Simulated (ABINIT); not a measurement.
The system is CdS.

```
Cd S
1.0
     0.00000    2.75324    2.75324
     2.75324    0.00000    2.75324
     2.75324    2.75324    0.00000
Cd S
1 1
Cartesian
  0.0000 0.0000 0.0000
  2.7532 2.7532 2.7532
```

Measurements of this composition are mostly on another form, of space group No. 186.

Base run:

| Quantity | Value |
| --- | --- |
| Program | ABINIT 10.8.3 (patched build) |
| Functional | PBE0-1/3 |
| Potentials or basis | SG15 NC PBE v1.2 |
| Cutoff | 599 eV |
| k mesh | 6 × 6 × 6 |
| Occupations | fermi-dirac, width 0.05 eV |
| Spin | no spin polarisation |

Its results: band gap on the k mesh 2.27 eV, indirect (least direct gap 3.94 eV).

Problem. The run is repeated on the same cell with these changes: functional from PBE0-1/3 to B3LYP. What comes out?

Solution. Band gap on the k mesh 1.32 eV, indirect (least direct gap 2.94 eV).

Caveats: exact exchange is summed on a coarse mesh, which widens gaps by tenths of an eV.

A k mesh can miss the band edges.
